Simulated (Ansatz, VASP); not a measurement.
# Cross-check of ZrZn between VASP and Ansatz

Aim: how closely do two programs agree when they are given the same cell, functional and k mesh? The structure shown is the end of the VASP relaxation below.

Program: Ansatz 0.2.0. Level of theory: plane waves, with VASP 6.6.1 beside it; single point at PBEsol. Results are calculated unless marked as measured.

### Step 1. Starting point

The cell holds 10 atoms: 5 Zr and 5 Zn. Its edges and angles: a = 3.336 Å, b = 4.718 Å, c = 24.436 Å, α = 90.0°, β = 90.0°, γ = 90.0°. It derives from ZrZn. The (1 1 0) slab of ZrZn, cut from the database cell (so at first; earlier steps may have moved the atoms). Vacuum lies along c.

### Step 2. VASP: relaxation, PBEsol

This run makes the geometry at which the two programs are then compared.

Lines of VASP's logs that name or quote its potential files are left out, and so is its time.

INCAR reads:

```
SYSTEM = ZrZn
PREC = Normal
ENCUT = 300
EDIFF = 1E-05
NELM = 120
ISMEAR = 0
SIGMA = 0.05
LREAL = .FALSE.
ALGO = Fast
GGA = PS
NBANDS = 74
LASPH = .TRUE.
LORBIT = 11
LWAVE = .FALSE.
LCHARG = .FALSE.
KPAR = 2
IBRION = 2
NSW = 40
ISIF = 2
EDIFFG = -0.03
POTIM = 0.25
MAXMIX = 40
IDIPOL = 3
LDIPOL = .TRUE.
DIPOL = 0.5 0.5 0.5
```

POSCAR reads:

```
ZrZn
1.0
    3.3360000000      0.0000000000      0.0000000000
    0.0000000000      4.7178164441      0.0000000000
    0.0000000000      0.0000000000     24.4356328882
Zr Zn
5 5
Selective dynamics
Direct
    0.5000000000      0.0000000000      0.3069288200  F F F
    0.5000000000      0.5000000000      0.4034644100  F F F
    0.5000000000      0.0000000000      0.4994580684  T T T
    0.5000000000      0.5000000000      0.5946490059  T T T
    0.5000000000      0.0000000000      0.6863881482  T T T
    0.0000000000      0.5000000000      0.3069288200  F F F
    0.0000000000      0.0000000000      0.4034644100  F F F
    0.0000000000      0.5000000000      0.4992451780  T T T
    0.0000000000      0.0000000000      0.5913701406  T T T
    0.0000000000      0.5000000000      0.6924695305  T T T
```

KPOINTS reads:

```
Automatic mesh
0
Gamma
6 4 1
0 0 0
```

Potentials, in the order of the species: Zr_sv and Zn (PBE family, release 64).

Command:

```bash
> mpirun -np 2 vasp_std
```

Numbers of over 12 decimals in the logs are rounded to 6 here.

What it wrote:

```text
[banner, memory and clock lines left out]
running    2 mpi-ranks, on    1 nodes
 distrk:  each k-point on    1 cores,    2 groups
 distr:  one band on    1 cores,    1 groups

 POSCAR found type information on POSCAR ZrZn
 POSCAR found :  2 types and      10 ions
|                                                                             |
|               ----> ADVICE to this user running VASP <----                  |
|                                                                             |
|     You enforced a specific xc type in the INCAR file but a different       |
|     [... a line on the potential file left out ...]
|     I HOPE YOU KNOW WHAT YOU ARE DOING!                                     |
|                                                                             |

 LDA part: xc-table for (Slater+PW92), standard interpolation
 POSCAR, INCAR and KPOINTS ok, starting setup
 FFT: planning ... GRIDC
 FFT: planning ... GRID_SOFT
 FFT: planning ... GRID
 WAVECAR not read
 entering main loop
       N       E                     dE             d eps       ncg     rms          rms(c)
DAV:   1     0.106502586513E+04    0.10650E+04   -0.44186E+04  1874   0.117E+03
DAV:   2     0.688499310729E+02   -0.99618E+03   -0.96995E+03  1922   0.385E+02
DAV:   3    -0.425370591078E+02   -0.11139E+03   -0.10877E+03  2244   0.133E+02
DAV:   4    -0.560630851958E+02   -0.13526E+02   -0.13310E+02  3192   0.310E+01
DAV:   5    -0.570751144487E+02   -0.10120E+01   -0.10104E+01  2582   0.685E+00    0.242E+01
RMM:   6    -0.566537546029E+02    0.42136E+00   -0.16383E+01  2029   0.157E+01    0.111E+01
RMM:   7    -0.105805394819E+03   -0.49152E+02   -0.16217E+01  2276   0.851E+00    0.214E+01
RMM:   8    -0.644224979430E+02    0.41383E+02   -0.13706E+01  2327   0.855E+00    0.128E+01
RMM:   9    -0.535261354050E+02    0.10896E+02   -0.19818E+00  2031   0.455E+00    0.576E+00
RMM:  10    -0.528310188778E+02    0.69512E+00   -0.14584E+00  2253   0.306E+00    0.339E+00
RMM:  11    -0.527536436446E+02    0.77375E-01   -0.64407E-01  2382   0.166E+00    0.284E+00
RMM:  12    -0.525160661402E+02    0.23758E+00   -0.24839E-01  2495   0.109E+00    0.108E+00
RMM:  13    -0.525137882281E+02    0.22779E-02   -0.13607E-01  2615   0.759E-01    0.580E-01
RMM:  14    -0.525141574395E+02   -0.36921E-03   -0.34661E-02  2577   0.535E-01    0.304E-01
[...]
RMM:  26    -0.525149637564E+02   -0.37838E-04   -0.21927E-04  1868   0.558E-02    0.304E-03
RMM:  27    -0.525149786316E+02   -0.14875E-04   -0.17344E-04  1641   0.533E-02    0.188E-03
RMM:  28    -0.525149865355E+02   -0.79039E-05   -0.16379E-04  1607   0.521E-02    0.237E-03
RMM:  29    -0.525149893585E+02   -0.28229E-05   -0.13818E-04  1629   0.513E-02    0.136E-03
RMM:  30    -0.525149889386E+02    0.41990E-06   -0.12765E-04  1484   0.501E-02    0.226E-03
RMM:  31    -0.525149890487E+02   -0.11011E-06   -0.10818E-04  1557   0.493E-02    0.192E-03
RMM:  32    -0.525149876111E+02    0.14376E-05   -0.10464E-04  1542   0.487E-02    0.295E-03
RMM:  33    -0.525149831432E+02    0.44679E-05   -0.85488E-05  1512   0.482E-02
   1 F= -.52514983E+02 E0= -.52506889E+02  d E =-.525150E+02
[...]
WARNING in EDDRMM: call to ZHEGV failed, returncode =   6  3     56
[... from here on, the cycles between the ionic steps are left out ...]
   3 F= -.52525565E+02 E0= -.52517673E+02  d E =-.105815E-01
[...]
WARNING in EDDRMM: call to ZHEGV failed, returncode =   6  3     51
   4 F= -.52526210E+02 E0= -.52518313E+02  d E =-.112266E-01
   5 F= -.52526490E+02 E0= -.52518624E+02  d E =-.279826E-03
[...]
WARNING in EDDRMM: call to ZHEGV failed, returncode =   8  4     47
   6 F= -.52527201E+02 E0= -.52519395E+02  d E =-.991227E-03
   7 F= -.52527449E+02 E0= -.52519691E+02  d E =-.248296E-03
   8 F= -.52528082E+02 E0= -.52520448E+02  d E =-.880603E-03
   9 F= -.52528895E+02 E0= -.52521517E+02  d E =-.169434E-02
  10 F= -.52529125E+02 E0= -.52521773E+02  d E =-.230162E-03
  11 F= -.52529703E+02 E0= -.52522414E+02  d E =-.808069E-03
  12 F= -.52530190E+02 E0= -.52523025E+02  d E =-.129497E-02
 curvature: -13.62 expect dE=-0.600E-03 dE for cont linesearch -0.310E-05
 ZBRENT: bracketing found
 ZBRENT: interpolating
 opt :   6.0704  next Energy=   -52.530193 (dE=-0.130E-02)
 bond charge predicted
       N       E                     dE             d eps       ncg     rms          rms(c)
DAV:   1    -0.525301849570E+02   -0.30204E-05   -0.14911E-02  2116   0.450E-01    0.139E-02
RMM:   2    -0.525301908381E+02   -0.58811E-05   -0.96312E-05  1526   0.430E-02
  13 F= -.52530191E+02 E0= -.52523016E+02  d E =-.129556E-02
 curvature: -11.95 expect dE=-0.448E-03 dE for cont linesearch -0.993E-05
 trial: gam= 0.11603 g(F)=  0.375E-04 g(S)=  0.000E+00 ort = 0.337E-04 (trialstep = 0.172E+01)
 search vector abs. value=  0.637E-04
 reached required accuracy - stopping structural energy minimisation
```

OUTCAR, selected parts (step 2):

```text
ion  position               nearest neighbor table
   1  0.500  0.000  0.307-   6 2.89   6 2.89   6 2.89   6 2.89   7 2.89   7 2.89   2 3.34   2 3.34

  LATTYP: Found a simple orthorhombic cell.
 ALAT       =     3.3360000000
 B/A-ratio  =     1.4142135624
 C/A-ratio  =     7.3248300025

 Subroutine GETGRP returns: Found  4 space group operations
 (whereof  4 operations were pure point group operations)

The static configuration has the point symmetry C_2v.

 Found     12 irreducible k-points:

   k-points           NKPTS =     12   k-points in BZ     NKDIM =     12   number of bands    NBANDS=     74

   dimension x,y,z NGX =    14 NGY =   20 NGZ =  108
   dimension x,y,z NGXF=    28 NGYF=   40 NGZF=  216

   ENCUT  =  300.0 eV  22.05 Ry    4.70 a.u.   4.71  6.66 34.51*2*pi/ulx,y,z

   NELECT =     120.0000    total number of electrons

 k-points in reciprocal lattice and weights: Automatic mesh
   0.00000000  0.00000000  0.00000000       0.042
   0.16666667  0.00000000  0.00000000       0.083
   0.33333333  0.00000000  0.00000000       0.083
   0.50000000  0.00000000  0.00000000       0.042
   0.00000000  0.25000000  0.00000000       0.083
   0.16666667  0.25000000  0.00000000       0.167
   0.33333333  0.25000000  0.00000000       0.167
   0.50000000  0.25000000  0.00000000       0.083
   0.00000000  0.50000000  0.00000000       0.042
   0.16666667  0.50000000  0.00000000       0.083
   0.33333333  0.50000000  0.00000000       0.083
   0.50000000  0.50000000  0.00000000       0.042

 dipolmoment           0.000000      0.000000      0.008056 electrons x Angstroem

 average (electrostatic) potential at core
       1 -82.7204       2 -82.2657       3 -82.2856       4 -82.1910       5 -82.5705
       6 -37.8295       7 -37.9891       8 -38.0099       9 -38.0222      10 -37.8273

 E-fermi :   1.1419

 k-point     1 :       0.0000    0.0000    0.0000
  band No.  band energies     occupation
    ...
     56       0.3813      2.00000
     57       0.4590      2.00000
     58       0.6244      2.00000
     59       0.7441      2.00000
     60       1.1611      0.58563
     61       1.5116      0.00000
     62       1.6757      0.00000
     63       1.8252      0.00000
     64       2.5383      0.00000
     65       2.6467      0.00000
    ...

 k-point     2 :       0.1667    0.0000    0.0000
  band No.  band energies     occupation
    ...
     56       0.3682      2.00000
     57       0.3715      2.00000
     58       0.4639      2.00000
     59       0.7529      2.00000
     60       0.8574      2.00000
     61       1.7298      0.00000
     62       1.7616      0.00000
     63       1.8434      0.00000
     64       1.9074      0.00000
     65       2.0203      0.00000
    ...

 k-point     3 :       0.3333    0.0000    0.0000
  band No.  band energies     occupation
    ...
     56      -0.3890      2.00000
     57       0.2133      2.00000
     58       0.5398      2.00000
     59       0.7155      2.00000
     60       0.7744      2.00000
     61       1.2518      0.00187
     62       1.2702      0.00028
     63       2.1594      0.00000
     64       2.2641      0.00000
     65       2.3286      0.00000
    ...

  Total       -6.7649575     -8.3518333     -1.8313224      0.0000000      0.0000000      0.0000000
  in kB      -28.1828547    -34.7937892     -7.6293006      0.0000000      0.0000000      0.0000000
  external PRESSURE =     -23.5353149 kB  Pullay stress =       0.0000000 kB

  energy-cutoff  :      300.00
  volume of cell :      384.58
      direct lattice vectors                 reciprocal lattice vectors
     3.336000000  0.000000000  0.000000000     0.299760192  0.000000000  0.000000000
     0.000000000  4.717816444  0.000000000     0.000000000  0.211962464  0.000000000
     0.000000000  0.000000000 24.435632888     0.000000000  0.000000000  0.040923843

 POSITION                                       TOTAL-FORCE (eV/Angst)
 -----------------------------------------------------------------------------------
      1.66800      0.00000      7.50000         0.000000      0.000000      0.405474
      1.66800      2.35891      9.85891         0.000000      0.000000     -0.125115
      1.66800      0.00000     12.17354         0.000000      0.000000     -0.020973
      1.66800      2.35891     14.49425         0.000000      0.000000     -0.012341
      1.66800      0.00000     16.72051         0.000000      0.000000      0.003731
      0.00000      2.35891      7.50000         0.000000      0.000000      0.048642
      0.00000      0.00000      9.85891         0.000000      0.000000     -0.275812
      0.00000      2.35891     12.18861         0.000000      0.000000     -0.029945
      0.00000      0.00000     14.46450         0.000000      0.000000     -0.000786
      0.00000      2.35891     16.84980         0.000000      0.000000      0.007124
 -----------------------------------------------------------------------------------
    total drift:                                0.000000     -0.000000     -0.022500

  FREE ENERGIE OF THE ION-ELECTRON SYSTEM (eV)
  ---------------------------------------------------
  free  energy   TOTEN  =       -52.5301908381 eV

  energy  without entropy=      -52.5158420243  energy(sigma->0) =      -52.52301643

 reached required accuracy - stopping structural energy minimisation

 vacuum level on the upper side and lower side of the slab         5.102         5.008

 total charge
# of ion       s       p       d       tot
------------------------------------------
    1        2.184   5.937   1.582   9.702
    2        2.184   5.963   1.620   9.766
    3        2.183   5.966   1.627   9.777
    4        2.186   5.961   1.644   9.791
    5        2.191   5.939   1.606   9.736
    6        0.696   0.419   9.685  10.800
    7        0.670   0.523   9.685  10.879
    8        0.673   0.528   9.686  10.887
    9        0.681   0.540   9.687  10.908
   10        0.700   0.409   9.689  10.798
--------------------------------------------------
tot         14.349  32.184  56.510 103.043

[... 3 further parts left out ...]
```

CONTCAR:

```
ZrZn
   1.00000000000000
     3.3359999999999999    0.0000000000000000    0.0000000000000000
     0.0000000000000000    4.7178164441000003    0.0000000000000000
     0.0000000000000000    0.0000000000000000   24.4356328882000007
  Zr              Zn
     5     5
Selective dynamics
Direct
     0.5000000000000000    0.0000000000000000    0.3069288200000031   F   F   F
     0.5000000000000000    0.5000000000000000    0.4034644099999980   F   F   F
     0.5000000000000000    0.0000000000000000    0.4981878831217536   T   T   T
     0.5000000000000000    0.5000000000000000    0.5931605003909191   T   T   T
     0.5000000000000000    0.0000000000000000    0.6842676069396595   T   T   T
     0.0000000000000000    0.5000000000000000    0.3069288200000031   F   F   F
     0.0000000000000000    0.0000000000000000    0.4034644099999980   F   F   F
     0.0000000000000000    0.5000000000000000    0.4988046582773412   T   T   T
     0.0000000000000000    0.0000000000000000    0.5919427509656453   T   T   T
     0.0000000000000000    0.5000000000000000    0.6895583826917427   T   T   T
```

The run keeps the 4 symmetry operations of its start, so it cannot find a distortion of lower symmetry.

(Part 1 of 2 ends here.)

[Lines on the potential files, build, host, timing and source positions are cut from VASP's logs without a mark.]

[Logs are printed without paths, hosts, clocks, repeated set-up lines and the standing remarks that a program may print on its own settings, such as how far it seeks lower states.]

[Hosts, paths, dates, database ids (printed as entryN), source tags and the programs' standing remarks are cut or masked in the printed files.]
